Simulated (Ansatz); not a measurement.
Z2 indices of InSe (computed with Ansatz 0.2.0)

Space group C2/m (No. 12), 4 atoms in the cell of the first input below: a = 6.291 Å, b = 6.291 Å, c = 4.534 Å, α = 109.60°, β = 109.60°, γ = 38.44°.

The structure is a measured one, not always of the ambient phase, with its volume kept and shape and atoms relaxed (pressure 2.0 GPa with this functional, without spin–orbit coupling). Functional: PBE.

Input:

```yaml
crystal:
  lattice:
    - [5.9403839179, -2.0709244522, 0.0060012473]
    - [5.9403839179, 2.0709244522, 0.0060012473]
    - [-1.6147500172, 0.0, 4.2364303386]
  atoms:
    - { symbol: In, position: [0.8848645901, 0.8848645901, 0.0211495372] }
    - { symbol: In, position: [0.1151354099, 0.1151354099, 0.9788504628] }
    - { symbol: Se, position: [0.6532758112, 0.6532758112, 0.6352297564] }
    - { symbol: Se, position: [0.3467241888, 0.3467241888, 0.3647702436] }
basis:
  ecutwfc: 420
  ecutrho_ratio: 4
kpoints:
  mp_grid: { grid: [6, 6, 4] }
hamiltonian:
  xc: pbe
scf:
  occupations: { method: gaussian, width: 0.05 }
output:
  forces: true
  stress: true
  eigenvalues: true
  populations: true
  topological_invariants: true
magnetization:
  noncollinear: true
  spin_orbit: true
```

```bash
ansatz run input.yaml --threads 8 --pin off --max-ram 15360MiB --backend cpu --events-out ev --progress --plain --runs-dir out
```

Time: 2.8 min on 8 threads of Arm Neoverse V2 (shared host), peak memory 2.2 GiB.

Without spin–orbit coupling the gap on a 10×10×8 mesh is 0.62 eV. With it, in a separate run (self-consistent on 6×6×6, bands on 12×12×10), a gap of 0.69 eV parts the filled from the empty bands, against 0.73 eV on its self-consistent mesh (a gap on a mesh is an upper bound, as the edges may lie between its points, so gaps on unlike meshes don't measure the coupling's effect alone). The indices are those of the lowest 58 bands, and their direct separation from the next band is open.

Odd-parity bands among them at the eight time-reversal-invariant momenta (inversion centre at 0.000 0.000 0.000):

```json
{"k": "0.0 0.0 0.0", "odd bands": "28"}
{"k": "0.0 0.0 0.5", "odd bands": "28"}
{"k": "0.0 0.5 0.0", "odd bands": "28"}
{"k": "0.0 0.5 0.5", "odd bands": "28"}
{"k": "0.5 0.0 0.0", "odd bands": "28"}
{"k": "0.5 0.0 0.5", "odd bands": "28"}
{"k": "0.5 0.5 0.0", "odd bands": "28"}
{"k": "0.5 0.5 0.5", "odd bands": "28"}
```

**Question.** What are the Z2 indices by the rule of Fu and Kane?

**Answer.** Each Kramers pair counts once, so δ = (−1)^(odd bands / 2): +, +, +, +, +, +, +, +. The product of all eight gives ν0, the products over the planes k_i = 1/2 the weak indices: (0;000). The Wilson-loop planes give (0;000).

**Question.** The cell is scaled in volume by 0.96 and 1.05 with the atoms carried along. Do the indices change?

**Answer.** No.

```csv
volume ratio,pressure with spin–orbit coupling (GPa),smallest direct separation sampled (eV),at k,separation,Z2
0.96,4.6,1.051,0.17 0.17 0.62,open,(0;000)
1.00,1.9,1.036,0.17 0.17 0.62,open,(0;000)
1.05,-0.7,0.961,0.42 0.42 0.94,open,(0;000)
```

Caveats: Kohn–Sham gaps are too small; Z2 indices don't see topology that rests on crystal symmetry, and an even number of inversions cancels; atoms feel forces of up to 0.27 eV/Å at volume ratio 0.96; atoms feel forces of up to 0.28 eV/Å at volume ratio 1.05.

InSe in this monoclinic form has trivial Z2 indices, (0;000), at all three volumes, and at the unscaled volume it is a semiconductor in this calculation. The parity count itself points to an ordinary bonding picture. Orbitals on atoms that inversion exchanges combine into equal numbers of even and odd states at every invariant momentum, so the Se states and the In d shell split evenly. The In–In σ bond, centred on the inversion centre, adds one even Kramers pair, which is why 28 of the 58 bands are odd rather than half. Indium is thus formally divalent, its remaining valence electron paired in the metal–metal bond, and spin–orbit coupling is too weak to exchange filled and empty states of opposite parity.

The sampled direct separation shrinks steadily on expansion, from 1.051 to 0.961 eV, probably because stretched bonds have a smaller bonding–antibonding splitting. It stays far from closing, in keeping with the unchanged indices. How the fundamental gap responds to volume doesn't follow from these direct separations.
